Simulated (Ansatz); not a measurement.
Crystal: CoO.

```
CELL_PARAMETERS angstrom
0.00000 2.13150 2.13150
2.13150 0.00000 2.13150
2.13150 2.13150 0.00000
ATOMIC_POSITIONS crystal
Co 0.00000 0.00000 0.00000
O 0.50000 0.50000 0.50000
```

```yaml
Program: Ansatz 0.2.0
Task: single point
Functional: PBEsol
Potentials_or_basis: Ansatz PAW
Cutoff: "420 eV (not typed: the program's choice for these potentials)"
k_mesh: 11 × 11 × 11
Occupations: fermi-dirac, width 0.05 eV
Spin: collinear spin, ferromagnetic start
Starting_moments: "[2.0, 0.0] μB"
```

On this cell: pressure -10.8 GPa; net moment 2.96 μB per cell; site moments Co +2.50; O +0.34 μB; band gap on the k mesh none (metal or under the smearing width).

The same run follows on a disturbed copy (atoms moved at random, drawn with an rms of 0.05 Å):

```xyz
2
Lattice="0.0000 2.1315 2.1315 2.1315 0.0000 2.1315 2.1315 2.1315 0.0000" Properties=species:S:1:pos:R:3 pbc="T T T"
Co    0.0498    0.0164    0.0019
O     2.1581    2.1154    2.1619
```

Problem. What changes?

Solution. The energy (extrapolated to zero smearing) moves by -0.1 meV/atom; pressure -10.6 GPa; net moment 2.96 μB per cell; site moments Co +2.49; O +0.34 μB; band gap on the k mesh none (metal or under the smearing width).

Forces on the atoms (eV/Å):
```
Co   0.002  0.001 -0.001
O   -0.002 -0.001  0.001
```

Stress tensor (GPa, compression positive):
```
-10.69  -0.07   0.06
 -0.07 -10.54   0.08
  0.06   0.08 -10.61
```

Caveats: a cell with one magnetic atom can't hold antiferromagnetic order, which such compounds often take; semilocal functionals often make such compounds metallic where correlation or magnetic order opens a gap, which also shifts bond lengths; the PAW data sets come from PBE, with cores solved anew for the run's functional, which leaves a small shift of forces and pressure.
